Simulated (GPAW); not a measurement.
Runs of GPAW 26.7.0 on ZrB2. The structure is hexagonal, space group P6/mmm (No. 191). The conventional cell has a = 3.170 Å, b = 3.170 Å, c = 3.533 Å, α = 90.00°, β = 90.00°, γ = 120.00°. Around Zr (site symmetry 6/mmm) lie 12 B at 2.54 Å. B (site symmetry -6m2) is surrounded by 3 B at 1.83 Å. 

```csv
task,level,potentials or basis,cell,k mesh,cutoff (eV),smearing,maxiter,fermi k mesh,convergence,optimizer,fmax,mesh quality,gap on the mesh (eV),pressure (GPa)
single point,PBEsol,"PAW data sets generated in the run's folder for this functional, pw","atoms moved at random, drawn with an rms of 0.05 Å",10 × 10 × 8,800,fermi-dirac 0.05 eV,150,-,-,-,-,not flagged,none,-3.8
single point,PBEsol,"PAW data sets generated in the run's folder for this functional, pw",as given,10 × 10 × 8,800,fermi-dirac 0.05 eV,150,-,-,-,-,not flagged,none,(a)
Fermi surface,PBE+D3(op),"GPAW PAW data sets (gpaw-data 1.2.1), pw",as given,5 × 5 × 4,680,fermi-dirac 0.01 eV,150,8 × 8 × 6,-,-,-,coarse,none,-4.6
single point,PBE,"GPAW PAW data sets (gpaw-data 1.2.1), pw",as given,8 × 8 × 6,650,fermi-dirac 0.05 eV,120,-,default,-,-,not flagged,none,-0.1
relaxation of cell and atoms,PBEsol,"PAW data sets generated in the run's folder for this functional, pw",relaxed to 20 GPa,7 × 7 × 6,800,fermi-dirac 0.05 eV,150,-,density=1e-05 forces=0.0001,BFGS,0.02 eV/Å,not flagged,none,19.9
```

Alike in all rows: no spin polarisation.

Question: Estimate the missing entries.

Answer: (a) -4.8.

Caveats: some runs use coarse meshes; the cutoff is short for stress and forces, so pressures can be off by a GPa or more (some runs); pairwise dispersion overbinds metals, which lowers pressure and volume (some runs); later steps reuse the first step's grids (some runs).

A k mesh can miss the band edges, and the runs leave out spin-orbit coupling on Zr.

A gap of «none» marks a metal or a gap under the smearing width.
